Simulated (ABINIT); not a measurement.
Input of an ABINIT 10.8.3 (patched build) run:

run.abi

```
pp_dirpath "./"
pseudos "Zn.LDA_PW-JTH.xml, S.LDA_PW-JTH.xml"

acell 3*1.0
rprim
     7.2017462609     0.0000000000     0.0000000000
    -3.6008731305     6.2368952135     0.0000000000
     0.0000000000     0.0000000000    11.7805526609
ntypat 2
znucl 30 16
natom 4
typat 1 1 2 2
xcart
     1.9055000002     1.1001409378     3.1170000000
    -0.0000000002     2.2002818760     0.0000000000
     1.9055000002     1.1001409378     5.5170900000
    -0.0000000002     2.2002818760     2.4000900000 Angstrom

ecut 20.0
pawecutdg 40.0

kptopt 1
ngkpt 10 10 6
nshiftk 1
shiftk 0.0 0.0 0.0

ixc 7

nband 22
occopt 3
tsmear 0.00183747

nstep 100
tolvrs 1.0e-9

iomode 3
prtwf 0
prteig 0
prtebands 0
prtden 1
prtvha 1
prtvclmb 1
prtpot 1
```

Potentials or basis: JTH PAW LDA v2.0.

The run is started by

```bash
$ abinit run.abi > log 2>&1
```

**Question.** What does it give for the largest force?

**Answer.** 0.288 eV/Å.

**Question.** What does it give for the band gap on the k mesh?

**Answer.** 1.97 eV, direct.

Forces on the atoms (eV/Å):
```
Zn   0.000  0.000  0.288
Zn   0.000  0.000  0.288
S    0.000  0.000 -0.288
S    0.000  0.000 -0.288
```

**What was measured.**

From a printed reference work, monograph, for a bulk crystal of ZnS at 4 K: band gap 3.911 eV (direct).

A measured gap of ZnS is 3.911 eV (direct; 4 K; a printed reference work, monograph); the calculated 1.97 eV misses it by -1.94 eV. The value is that of LDA, without temperature or zero-point motion. Semilocal functionals fall short of measured gaps as a rule.
